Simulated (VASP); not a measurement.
# Si (Imma) in VASP: notebook, part 2 of 2

VASP 6.6.1. Earlier steps stand in the parts before.

**3. Relaxation of the atoms, PBE**

INCAR

```
ALGO = Normal
EDIFF = 1E-6
EDIFFG = -0.01
ENCUT = 520
GGA = PE
IBRION = 2
ISIF = 2
ISMEAR = 0
LASPH = T
LCHARG = F
LREAL = F
LWAVE = F
NELM = 80
NSW = 60
PREC = Accurate
SIGMA = 0.01
```

KPOINTS

```
k-points
0
Gamma
  10 10 10
```

POSCAR

```
Si
1.0
    0.0577217258      2.7663982742      2.6762435158
    2.7663982742      0.0577217258      2.6762435158
    2.8241200000      2.8241200000      0.0000000000
Si
2
Direct
    0.0000000000      0.0000000000      0.0000000000
    0.2500000000      0.2500000000      0.2500000000
```

Potentials or basis: VASP PAW PBE potentials, release 64 (Si).

Started as:

```bash
cat potpaw_PBE.64/Si/POTCAR > POTCAR
mpirun -np 1 vasp_std > vasp.out
```

OUTCAR:

```text
EDIFF = 1E-6
   EDIFFG = -0.01
   ENCUT = 520
   GGA = PE
   IBRION = 2
   ISIF = 2
   ISMEAR = 0
   LASPH = T
   LREAL = F
   NELM = 80
   NSW = 60
   PREC = Accurate

 ion  position               nearest neighbor table
   1  0.000  0.000  0.000-   2 2.34   2 2.34   2 2.40   2 2.40
   2  0.250  0.250  0.250-   1 2.34   1 2.34   1 2.40   1 2.40

  LATTYP: Found a body centered orthorhombic cell.
 ALAT       =     3.8306471108
 B/A-ratio  =     1.0426198734
 C/A-ratio  =     1.3972801140

  Lattice vectors:

 A1 = (   2.7663982742,   0.0577217258,  -2.6762435158)
 A2 = (  -2.7663982742,  -0.0577217258,  -2.6762435158)
 A3 = (   0.0577217258,   2.7663982742,   2.6762435158)

Analysis of symmetry for initial positions (statically):
=====================================================================
 Subroutine PRICEL returns:
 Original cell was already a primitive cell.

 Routine SETGRP: Setting up the symmetry group for a
 body centered orthorhombic supercell.

 Subroutine GETGRP returns: Found  8 space group operations
 (whereof  4 operations were pure point group operations)
 out of a pool of  8 trial point group operations.

The static configuration has the point symmetry C_2v.
[... 175 lines left out ...]
  in kB       -9.8154493     -9.8154493     19.6596250    -40.7297259      0.0000000      0.0000000
  external PRESSURE =       0.0095755 kB  Pullay stress =       0.0000000 kB
[... 59 lines left out ...]
--------------------------------------- Ionic step        3  -------------------------------------------

 number of electron       8.0000000 magnetization

 Free energy of the ion-electron system (eV)
  ---------------------------------------------------
  ext. energy  EPLUGINS =         0.00000000
  ---------------------------------------------------
  free energy    TOTEN  =       -10.82454298 eV

  energy without entropy =      -10.82454298  energy(sigma->0) =      -10.82454298

 E-fermi :   5.8517     XC(G=0):  -9.3245

 val. band max:        5.7404696341   @ k =   0.0000   0.0000   0.0000
 cond. band min:       5.8988089502   @ k =   0.5000   0.5000   0.0000
 fundamental gap:      0.1583393161
 Fermi energy:         5.8517023286

 k-point     1 :       0.0000    0.0000    0.0000
  band No.  band energies     occupation
      1      -6.2003      2.00000
      2       5.3767      2.00000
      3       5.7061      2.00000
      4       5.7405      2.00000
      5       7.8826      0.00000
      6       7.9924      0.00000
      7       8.4380      0.00000
      8       8.9154      0.00000
[... 243 lines left out ...]
 k-point    24 :       0.4000    0.3000    0.0000
  band No.  band energies     occupation
      1      -4.0054      2.00000
      2       0.3536      2.00000
      3       2.8443      2.00000
      4       2.8989      2.00000
      5       6.3676      0.00000
      6       7.9782      0.00000
      7      12.4688      0.00000
      8      12.5496      0.00000

 [... further k-points ...]

------------------------ aborting loop because EDIFF is reached ----------------------------------------

  FORCE on cell =-STRESS in cart. coord.  units (eV):
  Direction    XX          YY          ZZ          XY          YZ          ZX
  --------------------------------------------------------------------------------------
  -------------------------------------------------------------------------------------
  Total       -0.2872752     -0.2872752      0.4537855     -0.7676991      0.0000000      0.0000000
  in kB      -11.2412032    -11.2412032     17.7568253    -30.0403998      0.0000000      0.0000000
  external PRESSURE =      -1.5751937 kB  Pullay stress =       0.0000000 kB
[... 17 lines left out ...]
  FREE ENERGIE OF THE ION-ELECTRON SYSTEM (eV)
  ---------------------------------------------------
  free  energy   TOTEN  =       -10.8245429788 eV

  energy  without entropy=      -10.8245429788  energy(sigma->0) =      -10.82454298

 reached required accuracy - stopping structural energy minimisation
```

OSZICAR:

```text
N       E                     dE             d eps       ncg     rms          rms(c)
DAV:   1     0.740946136904E+01    0.74095E+01   -0.32714E+03  2736   0.770E+02
DAV:   2    -0.107432366274E+02   -0.18153E+02   -0.17590E+02  4184   0.828E+01
DAV:   3    -0.109896120484E+02   -0.24638E+00   -0.24638E+00  3496   0.121E+01
[... 15 lines left out ...]
DAV:   5    -0.108242049252E+02    0.31379E-06   -0.53472E-06  3392   0.170E-02
   2 F= -.10824205E+02 E0= -.10824205E+02  d E =-.532931E-02
       N       E                     dE             d eps       ncg     rms          rms(c)
DAV:   1    -0.108245180500E+02   -0.31281E-03   -0.72917E-03  3040   0.566E-01    0.280E-02
DAV:   2    -0.108245433917E+02   -0.25342E-04   -0.25254E-04  4104   0.134E-01    0.126E-02
DAV:   3    -0.108245429788E+02    0.41296E-06   -0.21563E-06  3384   0.115E-02
   3 F= -.10824543E+02 E0= -.10824543E+02  d E =-.566736E-02
```

Wall time 38 s (1 thread of Intel Xeon 6975P-C (Granite Rapids), shared host); peak memory 0.18 GiB.

Results:

| Property | Result |
| --- | --- |
| Free energy | -10.8245 eV |
| Energy gained by relaxing | 2.8 meV/atom |
| Ionic steps | 3 |
| Pressure after relaxing | -0.2 GPa |
| Band gap on the k mesh | 0.16 eV, indirect (least direct gap 2.14 eV) |

Stress tensor (GPa, compression positive):
```
-1.12 -3.00  0.00
-3.00 -1.12  0.00
 0.00  0.00  1.78
```

Step by step:
```
step  energy change (eV)  largest force (eV/Å)  pressure (GPa)
   1              0.0000                0.3824            0.00
   2             -0.0053                0.0935           -0.19
   3             -0.0057                0.0005           -0.16
```

Final structure:
```cif
data_structure
_symmetry_space_group_name_H-M 'P 1'
_symmetry_Int_Tables_number 1
_cell_length_a 3.8495
_cell_length_b 3.8495
_cell_length_c 3.9939
_cell_angle_alpha 58.751
_cell_angle_beta 58.751
_cell_angle_gamma 59.676
_cell_volume 40.94
loop_
_atom_site_label
_atom_site_type_symbol
_atom_site_fract_x
_atom_site_fract_y
_atom_site_fract_z
_atom_site_occupancy
Si1 Si 0.00277 0.00277 0.99723 1
Si2 Si 0.24723 0.24723 0.25277 1
```

Levels at points of the mesh, in eV from the valence-band top:
| k point | band 1 | band 2 | band 3 | band 4 | band 5 | band 6 | band 7 | band 8 |
| --- | --- | --- | --- | --- | --- | --- | --- | --- |
| (0.00, 0.00, 0.00) | -11.94 | -0.36 | -0.03 | 0.00 | 2.14 | 2.25 | 2.70 | 3.17 |
| (0.50, 0.00, 0.00) | -9.56 | -6.97 | -1.61 | -1.23 | 1.04 | 2.92 | 3.42 | 7.43 |
| (0.50, 0.50, 0.00) | -7.85 | -7.66 | -3.33 | -2.82 | 0.16 | 0.75 | 9.61 | 9.92 |
| (0.00, 0.00, 0.50) | -9.76 | -7.03 | -1.28 | -1.10 | 1.54 | 3.28 | 3.34 | 7.71 |
| (0.50, 0.00, 0.50) | -7.93 | -7.93 | -2.84 | -2.84 | 0.71 | 0.71 | 9.50 | 9.50 |

A k mesh can miss the band edges.
